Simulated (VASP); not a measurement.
Here is a VASP 6.6.1 calculation.

The input INCAR:

```
  PREC = Accurate
  ENCUT = 520
  EDIFF = 1E-6
  ISMEAR = 0
  SIGMA = 0.15
  LREAL = False
  LASPH = True
  NELM = 100
  ALGO = Fast
  ISIF = 2
  LWAVE = False
  LCHARG = False
  GGA = PS
  NBANDS = 14
```

File KPOINTS:

```
regular mesh
0
Gamma
  14 14 14
```

The input POSCAR:

```
TiAl
1.0
    2.8091745961      0.0000000000      0.0000000000
    0.0000000000      2.9250135935      0.0000000000
    0.0000000000      0.0000000000      3.1563759507
Ti Al
1 1
Direct
    0.0000000000      0.0000000000      0.0000000000
    0.5000000000      0.5000000000      0.5000000000
```

Potentials or basis: VASP PAW PBE potentials, release 64 (Ti_sv, Al).

Command:

```bash
$ cat potpaw_PBE.64/Ti_sv/POTCAR potpaw_PBE.64/Al/POTCAR > POTCAR
$ mpirun -np 1 vasp_std > vasp.out
```

Predict the band gap on the k mesh.

none (metal or under the smearing width).

Estimate the pressure.

33.4 GPa.

Stress tensor (GPa, compression positive):
```
32.45  0.00  0.00
 0.00 29.41  0.00
 0.00  0.00 38.44
```

Caveat: so large a pressure means that the cell lies far from this level's equilibrium, or that cutoff or potentials fall short; the potentials were made for another functional, which shifts forces and pressure.
